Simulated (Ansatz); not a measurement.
System: tetradymite Sb2Te3. Method: PBE (PAW; Ansatz, an electronic-structure program).

Problem. Give the computed interlayer binding energy, layer repeat distance and gap between the layers.

Solution. 
* **interlayer binding energy**: 3.0 meV/Å²
* **layer repeat distance**: 10.475 Å
* **gap between the layers**: 3.091 Å

Note: the cell comes from a level without a dispersion term, which matters for the spacing of layers, chains or molecules.

Spin–orbit coupling is not included.

Computed values are for the static lattice.

It cost around 7 core-minutes (rough) of CPU time.
